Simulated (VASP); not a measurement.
A run of VASP 6.6.1 is set up as follows.

The input INCAR:

```
PREC = Accurate
ENCUT = 520
EDIFF = 1E-6
ISMEAR = 0
SIGMA = 0.05
LREAL = F
LASPH = T
NELM = 100
ALGO = Normal
ISIF = 2
LWAVE = F
LCHARG = F
GGA = CA
NBANDS = 11
```

KPOINTS

```
Automatic mesh
0
Gamma
  6 6 6
```

POSCAR

```
MgO
1.0
    2.5703633984      0.0000000000      0.0000000000
    0.0000000000      2.5703633984      0.0000000000
    0.0000000000      0.0000000000      2.5703633984
Mg O
1 1
Direct
    0.0000000000      0.0000000000      0.0000000000
    0.5000000000      0.5000000000      0.5000000000
```

Potentials or basis: VASP PAW LDA potentials, release 64 (Mg, O).

Command:

```sh
$ cat potpaw_LDA.64/Mg/POTCAR potpaw_LDA.64/O/POTCAR > POTCAR
$ mpirun -np 1 vasp_std > vasp.out
```

Question: Predict the pressure.

Answer: 2.7 GPa.

Question: What does it give for the band gap on the k mesh?

Answer: 3.16 eV, indirect (least direct gap 4.27 eV).

A k mesh can miss the band edges.
